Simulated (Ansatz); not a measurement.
Input of an Ansatz 0.2.0 run:

File input.yaml:

```yaml
crystal:
  lattice:
    - [-1.58422, 1.58422, 1.58422]
    - [1.58422, -1.58422, 1.58422]
    - [1.58422, 1.58422, -1.58422]
  atoms:
    - { symbol: Pt, position: [0.0, 0.0, 0.0] }
hamiltonian:
  xc: pbe
  pseudopotentials: { kind: paw }
kpoints:
  mp_grid: { grid: [12, 12, 12] }
scf:
  occupations: { method: gaussian, width: 0.017 }
output:
  forces: true
  stress: true
  eigenvalues: true
```

Potentials or basis: Ansatz PAW.

Command:

```sh
$ ansatz run input.yaml --threads 2 --pin off --max-ram 5632MiB --backend cpu --events-out ev --progress --plain --runs-dir out
```

Task: Estimate the pressure.

Result: -1.4 GPa.

Task: What does it give for the band gap on the k mesh?

Result: None (metal or under the smearing width).

The run has no spin-orbit coupling, so splittings on Pt are missing.
